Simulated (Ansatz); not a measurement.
MoSi2 (P6_222) from a database of computed structures was relaxed with 4 functionals in Ansatz, cell and atoms free, the symmetry of the start kept (meshes: PBE 6×6×4, r2SCAN 6×6×4, PBEsol 6×6×4, LDA 6×6×4). (Simulation; spin polarisation is off.)

The PBEsol result:
```xyz
9
Lattice="4.5745 0.0000 0.0000 -2.2873 3.9617 0.0000 0.0000 0.0000 6.5666" Properties=species:S:1:pos:R:3 pbc="T T T"
Si   -1.1607    3.3112    5.4722
Si    1.1266    0.6504    1.0944
Si    2.2873    2.6608    3.2833
Si    3.4479    0.6504    5.4722
Si    1.1607    3.3112    1.0944
Si    0.0000    1.3009    3.2833
Mo    2.2873    0.0000    3.2833
Mo   -1.1436    1.9808    1.0944
Mo    1.1436    1.9808    5.4722
```

The symmetry is P6_222 (No. 180, hexagonal); a = 4.575 Å, c = 6.567 Å in the conventional setting, 13.22 Å³ an atom. Si has 5 Si at 2.55–2.66 Å and 5 Mo at 2.56–2.66 Å; Mo has 10 Si at 2.56–2.66 Å.

(1) Order the functionals by the relaxed volume, smallest first.
A. PBE
B. r2SCAN
C. LDA
D. PBEsol

(2) What lattice does LDA give?

(3) What lattice does PBE give?

(4) Held at the r2SCAN cell, what mean stress do LDA and PBE find, and does its sign point to their own minimum?

Answers

(1) C (13.01 Å³/atom), D (13.22 Å³/atom), B (13.30 Å³/atom), A (13.53 Å³/atom).

(2) a = 4.551 Å, c = 6.532 Å; the volume differs by -1.6 % from PBEsol's. Around Si lie 5 Si at 2.53–2.65 Å and 5 Mo at 2.55–2.65 Å; around Mo lie 10 Si at 2.55–2.65 Å.

(3) a = 4.613 Å, c = 6.610 Å; the volume differs by +2.4 % from PBEsol's. Si has 5 Si at 2.56–2.69 Å and 5 Mo at 2.58–2.68 Å; Mo has 10 Si at 2.58–2.68 Å.

(4) Yes. LDA -4.73 GPa, and its relaxed volume is -2.1 % from r2SCAN's; PBE +3.77 GPa, and its relaxed volume is +1.8 % from r2SCAN's. Compression counts positive, so a positive stress asks for a larger cell.
